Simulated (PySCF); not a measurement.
C2H2Cl2.
InChI=1S/C2H2Cl2/c3-1-2-4/h1-2H/b2-1-

Computed with PBE0/pcSseg-1 in PySCF (dipole) on a GFN2-xTB geometry, gas phase.

Masses are those of the commonest isotopes; rigid-rotor values at the optimised geometry. 

Question: Give the principal moments of inertia and the rotational constants in GHz.

Answer: Ia = 44.02, Ib = 195.26, Ic = 239.28 u·Å²; 505379 MHz·u·Å²/I gives 11481, 2588 and 2112 MHz, that is A = 11.481, B = 2.5882, C = 2.1121 GHz.

Question: What kind of rotor is it?

Answer: An asymmetric top; Ray's κ = -0.898.

Question: Is it planar, by Δ = Ic − Ia − Ib?

Answer: Planar: Δ = Ic − Ia − Ib = 0.00 u·Å². For a rigid frame Δ = −2 Σ m c², so it vanishes when all atoms lie in the ab plane; here none is more than 0.01 Å from it.

Question: Give the coordinates in the principal-axis frame, origin at the centre of mass.

Answer: The sense of each axis is arbitrary; atoms in the order of the calculation.
```tsv
atom	mass (u)	a (Å)	b (Å)	c (Å)
Cl1	34.969	1.612	0.406	0.000
C2	12.000	0.663	-1.019	0.000
C3	12.000	-0.662	-1.020	0.000
Cl4	34.969	-1.612	0.406	0.000
H5	1.008	1.229	-1.937	0.000
H6	1.008	-1.228	-1.937	0.000
```

Question: List the rotational levels J(Ka,Kc) to J = 5 (MHz).

Answer: Above 0(0,0):
J = 1: 1(0,1) 4700, 1(1,1) 13593, 1(1,0) 14069
J = 2: 2(0,2) 14082, 2(1,2) 22517, 2(1,1) 23945, 2(2,1) 50622, 2(2,0) 50641
J = 3: 3(0,3) 28109, 3(1,3) 35892, 3(1,2) 38748, 3(2,2) 64723, 3(2,1) 64816, 3(3,1) 110387, 3(3,0) 110387
J = 4: 4(0,4) 46725, 4(1,4) 53705, 4(1,3) 58463, 4(2,3) 83510, 4(2,2) 83787, 4(3,2) 129224, 4(3,1) 129227, 4(4,1) 193104, 4(4,0) 193104
J = 5: 5(0,5) 69862, 5(1,5) 75939, 5(1,4) 83068, 5(2,4) 106970, 5(2,3) 107611, 5(3,3) 152784, 5(3,2) 152797, 5(4,2) 216646, 5(4,1) 216646, 5(5,1) 298782, 5(5,0) 298782
The levels of one J sum to (2J + 1)J(J + 1)(A + B + C)/3.

Question: Which lines would a microwave search look for?

Answer: The dipole components are |μa| = 0.00 D, |μb| = 1.98 D, |μc| = 0.00 D; the symmetry axis of this C2v structure is b, so μa and μc vanish by symmetry and there are no a-type or c-type lines. Some lines, for components of 0.1 D or more:

| type | branch | J(Ka,Kc) | MHz | lower level (cm⁻¹) |
| --- | --- | --- | --- | --- |
| b | R | 2(0,2) ← 1(1,1) | 490 | 0.453 |
| b | Q | 1(1,0) ← 1(0,1) | 9368 | 0.157 |
| b | Q | 2(1,1) ← 2(0,2) | 9863 | 0.470 |
| b | R | 1(1,1) ← 0(0,0) | 13593 | 0.000 |
| b | R | 2(1,2) ← 1(0,1) | 17817 | 0.157 |
| b | Q | 2(2,0) ← 2(1,1) | 26696 | 0.799 |
| b | Q | 2(2,1) ← 2(1,2) | 28105 | 0.751 |
| b | R | 2(2,1) ← 1(1,0) | 36554 | 0.469 |
| b | R | 2(2,0) ← 1(1,1) | 37048 | 0.453 |

Question: Estimate the classical rotational partition function at 25 K, 100 K and 500 K.

Answer: Point group C2v, symmetry number σ = 2; q = (√π/σ)·√((kT/h)³/(ABC)), k/h = 20836.6 MHz/K: 1330 at 25 K, 10600 at 100 K, 119000 at 500 K.

GFN2-xTB frequencies: not computed here. Constants of a rigid frame at the computed geometry: no zero-point averaging, no centrifugal distortion. Quadrupole hyperfine structure (35Cl) is left out.

The run took about 5 s of CPU time (with the writing of density and orbital grids) (one thread, shared machine). This is the PBE0/pcSseg-1 job that gave the dipole, with the shieldings it also computed.
